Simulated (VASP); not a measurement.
# BN (P6_3/mmc) in VASP: band structure with PBE0

Aim: the band structure of BN with PBE0.

Everything below comes from runs of VASP 6.6.1. Logs are shortened: lines on timing, memory, paths and dates and some standing lists are left out, and cuts for length are marked.

## Step 1: The crystal as given

Symmetry: P6_3/mmc, No. 194, hexagonal system. Conventional cell: a = 2.507 Å, b = 2.507 Å, c = 6.585 Å, α = 90.00°, β = 90.00°, γ = 120.00°. B (site symmetry -6m2) has 3 N at 1.45 Å as nearest neighbours. Around N (site symmetry -6m2) lie 3 B at 1.45 Å.

## Step 2: Band structure, PBE0

POSCAR

```
BN                                      
1.0
    2.5068152415      0.0000000000      0.0000000000
   -1.2534076208      2.1709656770      0.0000000000
    0.0000000000      0.0000000000      6.5854715462
  B               N             
     2     2
Direct
     0.3333333300000021    0.6666666699999979    0.2500000000000000
     0.6666666699999979    0.3333333300000021    0.7500000000000000
     0.3333333300000021    0.6666666699999979    0.7500000000000000
     0.6666666699999979    0.3333333300000021    0.2500000000000000
```

INCAR.step1

```
SYSTEM = BN
  PREC = Accurate
  ENCUT = 520
  EDIFF = 1E-5
  ISMEAR = 0
  SIGMA = 0.02
  LREAL = .False.
  LASPH = .True.
  NELM = 100
  ALGO = Normal
  ISIF = 2
  LWAVE = .True.
  LCHARG = .False.
  NBANDS = 16
  KPAR = 4
  GGA = PE
```

INCAR.step2

```
SYSTEM = BN
  PREC = Accurate
  ENCUT = 520
  EDIFF = 1E-7
  ISMEAR = 0
  SIGMA = 0.02
  LREAL = .False.
  LASPH = .True.
  NELM = 100
  ALGO = Normal
  ISIF = 2
  LWAVE = .False.
  LCHARG = .False.
  GGA = PE
  LHFCALC = .True.
  AEXX = 0.25
  PRECFOCK = Fast
  HFRCUT = -1
  NBANDS = 16
  KPAR = 4
  ISTART = 1
```

KPOINTS

```
regular mesh
0
Gamma
  9 9 4
  0 0 0
```

KPOINTS_OPT

```
path GMKGALHA,LM,KH
12
line-mode
reciprocal
 0.0000000000  0.0000000000  0.0000000000  G
 0.5000000000  0.0000000000  0.0000000000  M

 0.5000000000  0.0000000000  0.0000000000  M
 0.3333333333  0.3333333333  0.0000000000  K

 0.3333333333  0.3333333333  0.0000000000  K
 0.0000000000  0.0000000000  0.0000000000  G

 0.0000000000  0.0000000000  0.0000000000  G
 0.0000000000  0.0000000000  0.5000000000  A

 0.0000000000  0.0000000000  0.5000000000  A
 0.5000000000  0.0000000000  0.5000000000  L

 0.5000000000  0.0000000000  0.5000000000  L
 0.3333333333  0.3333333333  0.5000000000  H

 0.3333333333  0.3333333333  0.5000000000  H
 0.0000000000  0.0000000000  0.5000000000  A

 0.5000000000  0.0000000000  0.5000000000  L
 0.5000000000  0.0000000000  0.0000000000  M

 0.3333333333  0.3333333333  0.0000000000  K
 0.3333333333  0.3333333333  0.5000000000  H
```

Potentials or basis: VASP PAW PBE potentials, release 64 (B, N).

Launch:

```console
> cat potpaw_PBE.64/B/POTCAR potpaw_PBE.64/N/POTCAR > POTCAR
> cp INCAR.step1 INCAR
> mpirun -np 4 vasp_std > vasp.out
> cp INCAR.step2 INCAR
> mpirun -np 4 vasp_std > vasp.out
```

OUTCAR:

```text
SYSTEM = BN
   PREC = Accurate
   ENCUT = 520
   EDIFF = 1E-7
   ISMEAR = 0
   LREAL = .False.
   LASPH = .True.
   NELM = 100
   ISIF = 2
   GGA = PE
   LHFCALC = .True.
   AEXX = 0.25
   PRECFOCK = Fast
   ISTART = 1

 ion  position               nearest neighbor table
   1  0.333  0.667  0.250-   4 1.45   4 1.45   4 1.45
   2  0.667  0.333  0.750-   3 1.45   3 1.45   3 1.45
   3  0.333  0.667  0.750-   2 1.45   2 1.45   2 1.45
   4  0.667  0.333  0.250-   1 1.45   1 1.45   1 1.45

  LATTYP: Found a hexagonal cell.
 ALAT       =     2.5068152415
 C/A-ratio  =     2.6270270889

  Lattice vectors:

 A1 = (   2.5068152415,   0.0000000000,   0.0000000000)
 A2 = (  -1.2534076208,   2.1709656770,   0.0000000000)
 A3 = (   0.0000000000,   0.0000000000,   6.5854715462)

Analysis of symmetry for initial positions (statically):
=====================================================================
 Subroutine PRICEL returns:
 Original cell was already a primitive cell.

 Routine SETGRP: Setting up the symmetry group for a
 hexagonal supercell.

 Subroutine GETGRP returns: Found 24 space group operations
 (whereof 12 operations were pure point group operations)
 out of a pool of 24 trial point group operations.

The static configuration has the point symmetry D_3d.
 The point group associated with its full space group is D_6h.

Analysis of symmetry for dynamics (positions and initial velocities):
=====================================================================
 Subroutine PRICEL returns:
 Original cell was already a primitive cell.

 Routine SETGRP: Setting up the symmetry group for a
 hexagonal supercell.

 Subroutine GETGRP returns: Found 24 space group operations
 (whereof 12 operations were pure point group operations)
 out of a pool of 24 trial point group operations.

The dynamic configuration has the point symmetry D_3d.
 The point group associated with its full space group is D_6h.

 Subroutine INISYM returns: Found 24 space group operations
 (whereof 12 operations are pure point group operations),
 and found     1 'primitive' translations

----------------------------------------------------------------------------------------

                                     Primitive cell

  volume of cell :      35.8395

  direct lattice vectors                    reciprocal lattice vectors
     2.506815242  0.000000000  0.000000000     0.398912526  0.230312255  0.000000000
    -1.253407621  2.170965677  0.000000000     0.000000000  0.460624509  0.000000000
     0.000000000  0.000000000  6.585471546     0.000000000  0.000000000  0.151849415

  length of vectors
     2.506815242  2.506815237  6.585471546     0.460624509  0.460624509  0.151849415

  position of ions in fractional coordinates (direct lattice)
     0.333333330  0.666666670  0.250000000
     0.666666670  0.333333330  0.750000000
     0.333333330  0.666666670  0.750000000
     0.666666670  0.333333330  0.250000000

  ion indices of the primitive-cell ions
   primitive index   ion index
                 1           1
                 2           2
                 3           3
                 4           4

----------------------------------------------------------------------------------------

 KPOINTS: regular mesh

Automatic generation of k-mesh.
 Grid dimensions read from file:
 generate k-points for:    9    9    4

 Generating k-lattice:

  Cartesian coordinates                     Fractional coordinates (reciprocal lattice)
     0.044323614  0.025590251  0.000000000     0.111111111  0.000000000  0.000000000
     0.000000000  0.051180501  0.000000000     0.000000000  0.111111111  0.000000000
     0.000000000  0.000000000  0.037962354     0.000000000  0.000000000  0.250000000

  Length of vectors
     0.051180501  0.051180501  0.037962354

  Shift w.r.t. Gamma in fractional coordinates (k-lattice)
     0.000000000  0.000000000  0.000000000

 Subroutine IBZKPT returns following result:
 ===========================================

 Found     36 irreducible k-points:

 Following reciprocal coordinates:
            Coordinates               Weight
  0.000000  0.000000  0.000000      1.000000
  0.111111  0.000000  0.000000      6.000000
  0.222222  0.000000  0.000000      6.000000
  0.333333  0.000000  0.000000      6.000000
  0.444444  0.000000  0.000000      6.000000
  0.111111  0.111111  0.000000      6.000000
[... 16 lines left out ...]
  0.333333  0.222222  0.250000     24.000000
  0.333333  0.333333  0.250000      4.000000
 [... further k-points ...]
   k-points           NKPTS =     36   k-points in BZ     NKDIM =    324   number of bands    NBANDS=     16
   number of dos      NEDOS =    301   number of ions     NIONS =      4
   total plane-waves  NPLWV =  20000
   dimension x,y,z NGX =    20 NGY =   20 NGZ =   50
   dimension x,y,z NGXF=    40 NGYF=   40 NGZF=  100
   ions per type =               2   2
   NGX,Y,Z   is equivalent  to a cutoff of  13.26, 13.26, 12.62 a.u.
   NGXF,Y,Z  is equivalent  to a cutoff of  26.53, 26.53, 25.24 a.u.
 SYSTEM =  BN
   PREC   = accura    normal or accurate (medium, high low for compatibility)
   ISTART =      1    job   : 0-new  1-cont  2-samecut
   ICHARG =      0    charge: 1-file 2-atom 10-const
   ISPIN  =      1    spin polarized calculation?
   LNONCOLLINEAR =      F non collinear calculations
   LSORBIT =      F    spin-orbit coupling
   LASPH  =      T    aspherical Exc in radial PAW
   ENCUT  =  520.0 eV  38.22 Ry    6.18 a.u.   4.66  4.66 12.24*2*pi/ulx,y,z
   NELM   =    100;   NELMIN=  2; NELMDL=  0     # of ELM steps
   EDIFF  = 0.1E-06   stopping-criterion for ELM
   LREAL  =      F    real-space projection
   EDIFFG = 0.1E-05   stopping-criterion for IOM
   NSW    =      0    number of steps for IOM
   IBRION =     -1    ionic relax: 0-MD 1-quasi-New 2-CG
   NFREE  =      0    steps in history (QN), initial steepest desc. (CG)
   ISIF   =      2    stress and relaxation
   ISYM   =      3    0-nonsym 1-usesym 2-fastsym
   POTIM  = 0.5000    time-step for ionic-motion
   TEBEG  =    0.0;   TEEND  =   0.0 temperature during run
   PSTRESS=    0.0 pullay stress
   NELECT =      16.0000    total number of electrons
   NUPDOWN=      -1.0000    fix difference up-down
   EMIN   =  10.00;   EMAX   =-10.00  energy-range for DOS
   EFERMI =   0.00;   METHOD = LEGACY
   ISMEAR =     0;   SIGMA  =   0.02  broadening in eV -4-tet -1-fermi 0-gaus
   EFERMI_NEDOS =   21; number of points for ismear=-14 and -15
   IALGO  =     38    algorithm
   IMIX   =      1    mixing-type and parameters
     AMIX     =   0.40;   BMIX     =  1.00
     AMIX_MAG =   1.60;   BMIX_MAG =  1.00
  volume/ion in A,a.u.               =       8.96        60.46
  Fermi-wavevector in a.u.,A,eV,Ry     =   1.251202  2.364429 21.300009  1.565507
  Thomas-Fermi vector in A             =   2.385161
   LORBIT       =      0    0 simple, 1 ext, 2 COOP (PROOUT), +10 PAW based schemes
   GGA     = PE    functional components
   LHFCALC =     T    Hartree Fock is set to
   PRECFOCK=fast      Normal, Fast or Accurate (Low or Medium for compatibility)
   ENCUT4O =  -1.0   cutoff for four orbital integrals eV
   NKREDX  =     1    reduce k-point grid by
   NKREDY  =     1    reduce k-point grid by
   NKREDZ  =     1    reduce k-point grid by
   AEXX    =    0.2500 exact exchange contribution
   HFSCREEN=    0.0000 screening length (either q_TF or 0.3 A-1)
   HFSCREENC=   0.0000 screening length for correlation (either q_TF or 0.3 A-1)
   ENCUTFOCK=  -1.0 apply spherical cutoff to Coloumb kernel
   IVDW    =     0    specifies the selected vdW correction
   LEPSILON=     F    determine dielectric tensor
   LRPA    =     F    only Hartree local field effects (RPA)
 non-spin polarized calculation
 Gauss-broadening in eV      SIGMA  =   0.02
  energy-cutoff  :      520.00
  volume of cell :       35.84
 maximum number of plane-waves:       985
 NGX is ok and might be reduce to    20
  NGX = 12; NGY = 12; NGZ = 32

 number of electron      15.9999997 magnetization

 Free energy of the ion-electron system (eV)
  ---------------------------------------------------
  ext. energy  EPLUGINS =         0.00000000
  ---------------------------------------------------
  free energy    TOTEN  =       -42.66830022 eV

  energy without entropy =      -42.66830022  energy(sigma->0) =      -42.66830022

 E-fermi :   1.2211     XC(G=0):  -7.9739

 val. band max:        1.1247628540   @ k =   0.3333   0.3333   0.5000
 cond. band min:       7.5853807852   @ k =   0.4444   0.1111   0.0000
 fundamental gap:      6.4606179312
 Fermi energy:         1.2210847442

 k-point     1 :       0.0000    0.0000    0.0000
  band No.  band energies     occupation
      1     -18.4984      2.00000
      2     -18.1654      2.00000
      3      -5.7345      2.00000
      4      -3.3123      2.00000
      5      -0.4617      2.00000
      6      -0.4617      2.00000
[... 8 lines left out ...]
     15      15.9619      0.00000
     16      17.1483      0.00000

 k-point     2 :       0.1111    0.0000    0.0000
  band No.  band energies     occupation
      1     -18.2374      2.00000
      2     -17.9135      2.00000
      3      -5.3677      2.00000
      4      -2.9833      2.00000
      5      -1.5036      2.00000
      6      -1.4593      2.00000
[... 8 lines left out ...]
     15      16.4118      0.00000
     16      16.8325      0.00000

 k-point     3 :       0.2222    0.0000    0.0000
  band No.  band energies     occupation
      1     -17.4805      2.00000
      2     -17.1853      2.00000
      3      -4.2935      2.00000
      4      -3.9063      2.00000
      5      -3.8386      2.00000
      6      -2.0407      2.00000
[... 8 lines left out ...]
     15      19.0853      0.00000
     16      19.2266      0.00000
[... 362 lines left out ...]
 k-point    23 :       0.3333    0.2222    0.2500
  band No.  band energies     occupation
      1     -14.7651      2.00000
      2     -14.6940      2.00000
      3      -7.8838      2.00000
      4      -7.8201      2.00000
      5      -5.6742      2.00000
      6      -5.6149      2.00000
[... 8 lines left out ...]
     15      19.2364      0.00000
     16      20.5904      0.00000

 k-point    24 :       0.3333    0.3333    0.2500
  band No.  band energies     occupation
      1     -14.3753      2.00000
      2     -14.3753      2.00000
      3      -7.5901      2.00000
      4      -7.4600      2.00000
      5      -6.8534      2.00000
      6      -6.8534      2.00000
[... 8 lines left out ...]
     15      20.7591      0.00000
     16      21.6070      0.00000

 [... further k-points ...]
[... 5 lines left out ...]
  --------------------------------------------------------------------------------------
  -------------------------------------------------------------------------------------
  Total       -1.0197774     -1.0197774      0.5188159      0.0000000     -0.0000000      0.0000000
  in kB      -45.5883426    -45.5883424     23.1932538      0.0000000     -0.0000000      0.0000000
  external PRESSURE =     -22.6611437 kB  Pullay stress =       0.0000000 kB

 VOLUME and BASIS-vectors are now :
 -----------------------------------------------------------------------------
  energy-cutoff  :      520.00
  volume of cell :       35.84
      direct lattice vectors                 reciprocal lattice vectors
     2.506815242  0.000000000  0.000000000     0.398912526  0.230312255  0.000000000
    -1.253407621  2.170965677  0.000000000     0.000000000  0.460624509  0.000000000
     0.000000000  0.000000000  6.585471546     0.000000000  0.000000000  0.151849415

 POSITION                                       TOTAL-FORCE (eV/Angst)
 -----------------------------------------------------------------------------------
     -0.00000      1.44731      1.64637        -0.000000     -0.000000      0.000000
      1.25341      0.72366      4.93910         0.000000      0.000000     -0.000000
     -0.00000      1.44731      4.93910         0.000000     -0.000000     -0.000000
      1.25341      0.72366      1.64637        -0.000000      0.000000     -0.000000
 -----------------------------------------------------------------------------------
    total drift:                                0.000001      0.000000     -0.000000

  FREE ENERGIE OF THE ION-ELECTRON SYSTEM (eV)
  ---------------------------------------------------
  free  energy   TOTEN  =       -42.6683002209 eV

  energy  without entropy=      -42.6683002209  energy(sigma->0) =      -42.66830022
```

It took 15 min on 4 MPI ranks of Intel Xeon 6975P-C (Granite Rapids), shared host; peak memory 0.23 GiB.

Results:

| Property | Result |
| --- | --- |
| Free energy | -42.6683 eV |
| Pressure | -2.3 GPa |
| Band gap on the k mesh | 6.46 eV, indirect (least direct gap 6.78 eV) |
| Band gap along the path | 6.26 eV, indirect (least direct gap 6.77 eV) |

Levels at the corners of the path, in eV from the valence-band top:
| point | band 5 | band 6 | band 7 | band 8 | band 9 | band 10 | band 11 | band 12 |
| --- | --- | --- | --- | --- | --- | --- | --- | --- |
| Γ | -1.64 | -1.64 | -1.60 | -1.60 | 7.16 | 12.85 | 13.98 | 13.98 |
| M | -4.69 | -4.61 | -1.63 | -0.51 | 6.26 | 7.84 | 11.75 | 12.19 |
| M | -4.69 | -4.61 | -1.63 | -0.51 | 6.26 | 7.84 | 11.75 | 12.19 |
| K | -8.03 | -8.03 | -0.14 | -0.14 | 7.00 | 7.00 | 12.65 | 15.59 |
| K | -8.03 | -8.03 | -0.14 | -0.14 | 7.00 | 7.00 | 12.65 | 15.59 |
| Γ | -1.64 | -1.64 | -1.60 | -1.60 | 7.16 | 12.85 | 13.98 | 13.98 |
| Γ | -1.64 | -1.64 | -1.60 | -1.60 | 7.16 | 12.85 | 13.98 | 13.98 |
| A | -1.62 | -1.62 | -1.62 | -1.62 | 9.78 | 9.78 | 14.06 | 14.06 |
| A | -1.62 | -1.62 | -1.62 | -1.62 | 9.78 | 9.78 | 14.06 | 14.06 |
| L | -4.65 | -4.65 | -1.05 | -1.05 | 6.76 | 6.76 | 12.19 | 12.19 |
| L | -4.65 | -4.65 | -1.05 | -1.05 | 6.76 | 6.76 | 12.19 | 12.19 |
| H | -8.04 | -8.04 | -0.05 | -0.05 | 6.74 | 6.74 | 13.97 | 13.97 |
| H | -8.04 | -8.04 | -0.05 | -0.05 | 6.74 | 6.74 | 13.97 | 13.97 |
| A | -1.62 | -1.62 | -1.62 | -1.62 | 9.78 | 9.78 | 14.06 | 14.06 |
| L | -4.65 | -4.65 | -1.05 | -1.05 | 6.76 | 6.76 | 12.19 | 12.19 |
| M | -4.69 | -4.61 | -1.63 | -0.51 | 6.26 | 7.84 | 11.75 | 12.19 |
| K | -8.03 | -8.03 | -0.14 | -0.14 | 7.00 | 7.00 | 12.65 | 15.59 |
| H | -8.04 | -8.04 | -0.05 | -0.05 | 6.74 | 6.74 | 13.97 | 13.97 |

Caveat: the PAW data sets were made with another functional, which shifts forces and pressure a little; the mesh misses the band edges, which the band path finds closer together; this functional lacks dispersion, which binds the layers, so the pressure and a relaxed spacing across them are unreliable.
